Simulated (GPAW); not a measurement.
# MgO (Fm-3m) in GPAW: a series of runs

Runs on MgO. Level: PBE. Tasks: equation of state, G0W0 quasiparticle levels.

Everything below comes from runs of GPAW 26.7.0. Logs are shortened: lines on timing, memory, paths and dates and some standing lists are left out, and cuts for length are marked. The log counts tension as positive stress, the text compression.

**What was measured.**

“Electronic structure of alkaline earth and post-transition metal oxides”, 2009, arxiv:0908.1581 quotes, for a bulk crystal of MgO: band gap 7.83 eV.

The results are compared with them further down.

**1. The structure**

It takes space group Fm-3m (No. 225, cubic). The conventional cell has a = 4.194 Å, b = 4.194 Å, c = 4.194 Å, α = 90.00°, β = 90.00°, γ = 90.00°. Mg (site symmetry m-3m) is surrounded by 6 O at 2.10 Å. Around O (site symmetry m-3m) lie 6 Mg at 2.10 Å.

The cell is a database's computed one.

**2. Equation of state, PBE**

File run.py:

```python
from ase.eos import EquationOfState
from ase.io import Trajectory
from ase.spacegroup import crystal
from ase.units import GPa
from gpaw import GPAW, PW

# Mg 4a
# O 4b
atoms = crystal(['Mg', 'O'],
                basis=[[0.0, 0.0, 0.0],
                       [0.5, 0.0, 0.0]],
                spacegroup=225, setting=1,  # Fm-3m
                cellpar=[4.19400279, 4.19400279, 4.19400279, 90.0, 90.0, 90.0],
                primitive_cell=True)

traj = Trajectory('eos.traj', 'w')
volumes, energies = [], []
for x in [0.94, 0.96, 0.98, 1.0, 1.02, 1.04, 1.06]:
    a = atoms.copy()
    a.set_cell(atoms.cell * x**(1 / 3), scale_atoms=True)
    calc = GPAW(mode=PW(800),
                xc='PBE',
                kpts={'size': (9, 9, 9), 'gamma': True},
                occupations={'name': 'fermi-dirac', 'width': 0.05},
                nbands=16,
                convergence={'density': 1e-05, 'energy': 1e-05},
                maxiter=150,
                txt=f'eos-{x:.2f}.txt')
    a.calc = calc
    energies.append(a.get_potential_energy(force_consistent=True))
    volumes.append(a.get_volume())
    p = -a.get_stress()[:3].mean() / GPa
    calc.write(f'eos-{x:.2f}.gpw')
    traj.write(a)
    print(f'{x:.2f} {volumes[-1]:10.4f} A^3 {energies[-1]:14.6f} eV {p:9.3f} GPa', flush=True)

v0, e0, B = EquationOfState(volumes, energies, eos='birchmurnaghan').fit()
print(f'V0 = {v0:.4f} A^3, E0 = {e0:.6f} eV, B0 = {B / GPa:.2f} GPa')
```

Potentials or basis: GPAW PAW data sets (gpaw-data 1.2.1), pw.

On the command line:

```
$ OMP_NUM_THREADS=1 python run.py
```

What it wrote:

```text
__  _  _
 | _ |_)|_||  |
 |__||  | ||/\| - 26.7.0

Input parameters:
  mode=PW(ecut=800.0),
  convergence={'density': 1e-05, 'energy': 1e-05},
  kpts=MonkhorstPack(size=(9, 9, 9), gamma=True),
  maxiter=150,
  nbands=16,
  occupations=Occupations(name='fermi-dirac', width=0.05),
  xc=XC(name='PBE')

Diagonalizing LCAO Hamiltonian
Converting LCAO to pw mode

              O

       Mg

Atoms  # Å, Bohr magnetons
|   | symbol |        x |        y |        z |    initial magnetic moments |
|---|--------|----------|----------|----------|-----------------------------|
| 0 |     Mg | 0.000000 | 0.000000 | 0.000000 | ( 0.0000,  0.0000,  0.0000) |
| 1 |      O | 2.054193 | 2.054193 | 2.054193 | ( 0.0000,  0.0000,  0.0000) |

Unit cell  # Å
| periodic |        x |        y |        z |  lengths |    angles |
|----------|----------|----------|----------|----------|-----------|
|      yes | 0.000000 | 2.054193 | 2.054193 | 2.905068 | 60.000000 |
|      yes | 2.054193 | 0.000000 | 2.054193 | 2.905068 | 60.000000 |
|      yes | 2.054193 | 2.054193 | 0.000000 | 2.905068 | 60.000000 |

Number of symmetries: 48
Symmetry operations  # r_c * U_cc + t_c -> r_c
|    | kind |            matrix            |
|----|------|------------------------------|
|  0 |  σ   |  1, 0, 0,  1, 0,-1,  1,-1, 0 |
|  1 |  C2  |  1, 0, 0,  1,-1, 0,  1, 0,-1 |
|  2 |  E   |  1, 0, 0,  0, 1, 0,  0, 0, 1 |
|  3 |  σ   |  1, 0, 0,  0, 0, 1,  0, 1, 0 |
|  4 |  C4  |  1, 0,-1,  1, 0, 0,  1,-1, 0 |
|  5 |  S6  |  1, 0,-1,  1,-1, 0,  1, 0, 0 |
|  6 |  σ   |  1, 0,-1,  0, 1,-1,  0, 0,-1 |
|  7 |  C3  |  1, 0,-1,  0, 0,-1,  0, 1,-1 |
|  8 |  S6  |  1,-1, 0,  1, 0, 0,  1, 0,-1 |
|  9 |  C4  |  1,-1, 0,  1, 0,-1,  1, 0, 0 |
| 10 |  C3  |  1,-1, 0,  0,-1, 1,  0,-1, 0 |
| 11 |  σ   |  1,-1, 0,  0,-1, 0,  0,-1, 1 |
| 12 |  σ   |  0, 1, 0,  1, 0, 0,  0, 0, 1 |
| 13 |  C4  |  0, 1, 0,  0, 1,-1, -1, 1, 0 |
| 14 |  C3  |  0, 1, 0,  0, 0, 1,  1, 0, 0 |
| 15 |  S6  |  0, 1, 0, -1, 1, 0,  0, 1,-1 |
| 16 |  C2  |  0, 1,-1,  1, 0,-1,  0, 0,-1 |
| 17 |  σ   |  0, 1,-1,  0, 1, 0, -1, 1, 0 |
| 18 |  S4  |  0, 1,-1,  0, 0,-1,  1, 0,-1 |
| 19 |  C4  |  0, 1,-1, -1, 1, 0,  0, 1, 0 |
| 20 |  C3  |  0, 0, 1,  1, 0, 0,  0, 1, 0 |
| 21 |  σ   |  0, 0, 1,  0, 1, 0,  1, 0, 0 |
| 22 |  S6  |  0, 0, 1,  0,-1, 1, -1, 0, 1 |
| 23 |  C4  |  0, 0, 1, -1, 0, 1,  0,-1, 1 |
| 24 |  S4  |  0, 0,-1,  1, 0,-1,  0, 1,-1 |
| 25 |  C3  |  0, 0,-1,  0, 1,-1,  1, 0,-1 |
| 26 |  C2  |  0, 0,-1,  0,-1, 0, -1, 0, 0 |
| 27 |  S6  |  0, 0,-1, -1, 0, 0,  0,-1, 0 |
| 28 |  S4  |  0,-1, 1,  1,-1, 0,  0,-1, 0 |
| 29 |  C4  |  0,-1, 1,  0, 0, 1, -1, 0, 1 |
| 30 |  C2  |  0,-1, 1,  0,-1, 0,  1,-1, 0 |
| 31 |  σ   |  0,-1, 1, -1, 0, 1,  0, 0, 1 |
| 32 |  C3  |  0,-1, 0,  1,-1, 0,  0,-1, 1 |
| 33 |  S6  |  0,-1, 0,  0, 0,-1, -1, 0, 0 |
| 34 |  S4  |  0,-1, 0,  0,-1, 1,  1,-1, 0 |
| 35 |  C2  |  0,-1, 0, -1, 0, 0,  0, 0,-1 |
| 36 |  C2  | -1, 1, 0,  0, 1, 0,  0, 1,-1 |
| 37 |  S6  | -1, 1, 0,  0, 1,-1,  0, 1, 0 |
| 38 |  S4  | -1, 1, 0, -1, 0, 1, -1, 0, 0 |
| 39 |  C3  | -1, 1, 0, -1, 0, 0, -1, 0, 1 |
| 40 |  S6  | -1, 0, 1,  0, 0, 1,  0,-1, 1 |
| 41 |  C2  | -1, 0, 1,  0,-1, 1,  0, 0, 1 |
| 42 |  C3  | -1, 0, 1, -1, 1, 0, -1, 0, 0 |
| 43 |  S4  | -1, 0, 1, -1, 0, 0, -1, 1, 0 |
| 44 |  C2  | -1, 0, 0,  0, 0,-1,  0,-1, 0 |
| 45 |  i   | -1, 0, 0,  0,-1, 0,  0, 0,-1 |
| 46 |  σ   | -1, 0, 0, -1, 1, 0, -1, 0, 1 |
| 47 |  C2  | -1, 0, 0, -1, 0, 1, -1, 1, 0 |

BZ-sampling:
  Number of BZ points: 729
  Number of IBZ points: 35

  Monkhorst-Pack size: [9, 9, 9]
  Monkhorst-Pack shift: [0, 0, 0]

K-points  # in reciprocal-cell coordinates
|     |                                coordinates |     weight |
|-----|--------------------------------------------|------------|
|   0 | (  0.00000000,   0.00000000,   0.00000000) | 0.00137174 |
|   1 | (  0.11111111,   0.11111111,   0.00000000) | 0.00823045 |
|   2 | (  0.11111111,   0.11111111,   0.11111111) | 0.01097394 |
|   3 | (  0.22222222,   0.11111111,   0.11111111) | 0.01646091 |
|   4 | (  0.22222222,   0.22222222,   0.00000000) | 0.00823045 |
|   5 | (  0.22222222,   0.22222222,   0.11111111) | 0.03292181 |
|   6 | (  0.22222222,   0.22222222,   0.22222222) | 0.01097394 |
|   7 | (  0.33333333,   0.22222222,   0.11111111) | 0.03292181 |
|   8 | (  0.33333333,   0.22222222,   0.22222222) | 0.03292181 |
|   9 | (  0.33333333,   0.33333333,  -0.33333333) | 0.01646091 |
| ... |                                            |            |
|  34 | (  0.44444444,   0.44444444,   0.44444444) | 0.01097394 |

Plane wave coefficients: 907
Cutoff: 800.0 eV

Spin-components: 1 (collinear spins)
Bands:           16
Projectors:      10
Spin-degeneracy: 2
Datatype:        complex128

Parallelization:
  kpt:    1
  domain: 1
  band:   1

Density:
  Valence electrons: 16.0
  Components: 1
  Grid points: [20 20 20]
  Charge: 0.0  # |e|

Potential:
  Grid points: [20 20 20]

species:
  Mg:
    name:    Magnesium
    Z:       12.0
    valence: 10
    core:    2
    charge:  0.0  # [|e|]
    compensation charges:
      type: gauss
      rc: 0.33  # [Å]
      lmax: 2
    cutoffs:
      filter: 1.86  # [Å]
      core: 0.54  # [Å]
    projectors
    | kind |    occ | energy [eV] | rcut [Å] |
    |------|--------|-------------|----------|
    |   2s |  2.000 |     -79.840 |    1.090 |
    |   3s |  2.000 |      -4.705 |    1.090 |
    |   2p |  6.000 |     -46.613 |    1.085 |
    |   3p |  0.000 |      -1.330 |    1.085 |
    |    d |        |       0.000 |    1.037 |

    Using partial waves for Mg as LCAO basis

  O:
    name:    Oxygen
    Z:       8.0
    valence: 6
    core:    2
    charge:  0.0  # [|e|]
    compensation charges:
      type: gauss
      rc: 0.21  # [Å]
      lmax: 2
    cutoffs:
      filter: 1.17  # [Å]
      core: 0.83  # [Å]
    projectors
    | kind |    occ | energy [eV] | rcut [Å] |
    |------|--------|-------------|----------|
    |   2s |  2.000 |     -23.961 |    0.688 |
    |   2p |  4.000 |      -9.029 |    0.598 |
    |    s |        |       3.251 |    0.688 |
    |    p |        |      18.182 |    0.598 |
    |    d |        |       0.000 |    0.619 |

    Using partial waves for O as LCAO basis

Reference energy: -7490.497190  # eV

eigensolver:
  PPCG
  Converge bands: occupied
  niter=2

density mixing:
  MSR1-Mixer
  Pratt-step length: 0.05
  Maximum mixing coefficient: 0.75
  Old densities: 10
  SVD Regularization: 0.005
  Good broyden scale: 1.0
  Trust region scale: 1.0
  Backstep threshold: 4.0
  History deletion threshold: 6.0
  Fourier metric: weight=20.0, sigma=0.015

occupation numbers:
  Fermi-Dirac:
    width: 0.0500  # eV

poisson solver:
  ecut: 6400.0  # eV

xc functional:
  name: PBE with 2 nearest neighbor stencil

convergence criteria:
- Maximum integral of absolute [dens]ity change: 1e-05 electrons / valence electron
- Maximum [total energy] change in last 3 cyles: 1e-05 eV / valence electron
- Maximum integral of absolute [eigenst]ate change: 4e-08 eV^2 / valence electron
maximum number of iterations: 150

SCF iterations
|iter     | |      energy | eigst |  dens |
|---------|-|-------------|-------|-------|
|iter:   1| |  -13.452289 | +0.20 |       |
|iter:   2| |  -13.097372 | -2.12 | -0.99 |
|iter:   3| |  -12.093990 | -1.33 | -1.04 |
|iter:   4| |  -12.100063 | -3.24 | -1.60 |
|iter:   5| |  -12.105406 | -3.13 | -1.87 |
|iter:   6| |  -12.105456 | -5.23 | -3.07 |
|iter:   7| |  -12.105470c| -6.25 | -3.44 |
|iter:   8| |  -12.105470c| -8.12c| -4.49 |
|iter:   9| |  -12.105470c| -8.22c| -5.18c|

Converged in 9 steps
Energy contributions relative to reference atoms: (reference = -7490.497190)

Energy contributions:
  Kinetic:          17.516495
  Coulomb:         -14.407441
  Zero:              0.184313
  External:          0.000000
  Xc:              -15.398837
  Entropy:          -0.000000
  Spinorbit:         0.000000
  ----------------------------
  Free energy:     -12.105470
  Extrapolated:    -12.105470

dipole moment: (-5.891013, -5.891013, -5.891013)  # |e|*Ang

Fermi level: 6.547
Eigenvalues  # (at kpt = [0.000, 0.000, 0.000])
| band index |      eig [eV] | occ [0-2] |
|------------|---------------|-----------|
|          0 |       -66.541 |     2.000 |
|          1 |       -33.275 |     2.000 |
|          2 |       -33.275 |     2.000 |
|          3 |       -33.275 |     2.000 |
|          4 |       -12.008 |     2.000 |
|          5 |         5.608 |     2.000 |
[... 8 lines left out ...]
|         14 |        27.869 |     0.000 |
|         15 |        31.486 |     0.000 |

Gap: 5.530 eV
Transition (v -> c):
  (s=0, k=0, n=7, [0.00, 0.00, 0.00]) -> (s=0, k=0, n=8, [0.00, 0.00, 0.00])
No difference between direct/indirect transitions

Stress tensor  # eV/Ang^3
|         x |         y |         z |
|-----------|-----------|-----------|
| -0.121787 |  0.000000 |  0.000000 |
|  0.000000 | -0.121787 |  0.000000 |
|  0.000000 |  0.000000 | -0.121787 |

# Writing to eos-0.94.gpw (mode='')
```

Wall time 64 s (1 thread of Arm Neoverse V1, shared host); peak memory 0.18 GiB.

What came out:

```
Equilibrium volume                      : 9.63 Å³/atom
Bulk modulus                            : 150 GPa
Pressure derivative of the bulk modulus : 4.2
```

Energy against volume, from the lowest point:
```csv
volume (Å³/atom),energy (meV/atom)
8.668,53.82
8.853,33.89
9.037,18.98
9.221,8.66
9.406,2.46
9.590,0.00
9.775,0.91
```

[end of part 1 of 3]
